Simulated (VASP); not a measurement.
Write the native input for VASP 6.6.1 that does the following.

```
Task                   : single point
Functional             : PBEsol
Potentials or basis    : VASP PAW PBE potentials, release 64 (Mo_sv, S)
Cutoff                 : 520 eV
k mesh                 : 6 × 6 × 4
Occupations            : gaussian, width 0.05 eV
Spin                   : collinear spin, ferromagnetic start
Starting moments       : [1.0, 0.0, 0.0] μB
Fixed moment           : 4 μB
Hubbard terms          : Mo d U = 7 eV
Further INCAR settings : ALGO = Normal; EDIFF = 1e-06; NBANDS = 24
```

The structure of MoS2 lies in POSCAR:

```
MoS2
1.0
    3.5639467600      0.0000000000      0.0000000000
   -1.7819733800      3.0864684300      0.0000000000
    0.0000000000      0.0000000000      5.7493858200
Mo S
1 2
Direct
    0.0000000000      0.0000000000      0.0000000000
    0.3333333333      0.6666666667      0.2520000000
    0.6666666667      0.3333333333      0.7480000000
```

Measurements of this composition are mostly on another form, of space group No. 194.

One way to write it, as run:

INCAR

```
PREC = Accurate
ENCUT = 520
EDIFF = 1E-6
ISMEAR = 0
SIGMA = 0.05
LREAL = F
LASPH = T
NELM = 60
ALGO = Normal
ISIF = 2
LWAVE = F
LCHARG = T
ISPIN = 2
MAGMOM = 1 0 0
LORBIT = 11
NUPDOWN = 4
LMAXMIX = 4
LDAU = T
LDAUTYPE = 2
LDAUL = 2 -1
LDAUU = 7 0
LDAUJ = 0 0
LDAUPRINT = 1
GGA = PS
LELF = T
LVHAR = T
NBANDS = 24
```

KPOINTS

```
Automatic mesh
0
Gamma
  6 6 4
```

Potentials or basis: VASP PAW PBE potentials, release 64 (Mo_sv, S).

Command:

```console
$ cat potpaw_PBE.64/Mo_sv/POTCAR potpaw_PBE.64/S/POTCAR > POTCAR
$ mpirun -np 1 vasp_std > vasp.out
```

Results of the run:

```yaml
Pressure: 4.6 GPa
Largest_force: 0.195 eV/Å
Net_moment: 4.00 μB per cell
Site_moments: Mo +2.82; S +0.30 μB
Valence_electrons_inside_the_program's_atomic_spheres: Mo 12.23; S 3.67
```

Caveat: the moment is held away from its start; the PAW data sets were made with another functional, which shifts forces and pressure a little; this functional lacks dispersion, which binds the layers, so the pressure and a relaxed spacing across them are unreliable; the total moment is fixed, so each spin has its own Fermi level.

It took 2.2 min on 1 thread of AMD EPYC 7R43 64-Core Processor (Zen 3), on a shared host, peak memory 0.21 GiB.
